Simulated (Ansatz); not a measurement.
# Te: from a trial structure to a relaxed crystal

Level of theory: DFT PBE, scalar-relativistic, plane waves, PAW (Ansatz 0.2.0). Cutoff 420 eV, Γ-centred k mesh, Gaussian smearing, no spin polarisation in the final step.

The start puts Te on the grey arsenic (A7) structure type (R-3m, No. 166), at a guessed volume.

```
CELL_PARAMETERS angstrom
2.21417 1.27835 4.10592
-2.21417 1.27835 4.10592
0.00000 -2.55671 4.10592
ATOMIC_POSITIONS crystal
Te 0.22754 0.22754 0.22754
Te 0.77246 0.77246 0.77246
```

Cell and atoms relax at zero pressure; the relaxation can't lower the symmetry of the start. After a coarse first stage the cell is made exact in the group found at 0.06 Å.

Energies count from the standard state of Te at the same level.

(1) Describe the relaxed structure.

(2) What are its volume, energy, density and gap?

Results:

(1) It keeps R-3m (No. 166), but not the shape of the type it started on. Conventional cell: a = 4.499 Å, c = 5.602 Å. Te is coordinated by 6 Te at 3.20 Å.

```xyz
1
Lattice="2.2496 1.2988 1.8672 -2.2496 1.2988 1.8672 0.0000 -2.5976 1.8672" Properties=species:S:1:pos:R:3 pbc="T T T"
Te    0.0000    0.0000    2.8009
```

(2) The volume per atom is 32.73 Å³, the density is 6.47 g/cm³ and the energy over the standard structure is 0.04 eV/atom. The gap on the 15×15×15 mesh is 0 eV (a metal).

The final run used a 15×15×15 mesh on its 1-atom cell and 0.10 eV smearing. For metals, differences of a few meV/atom aren't resolved. Spin–orbit coupling is left out. A structure relaxed within its symmetry needn't be a true minimum. The steps took about 70 core-seconds in all.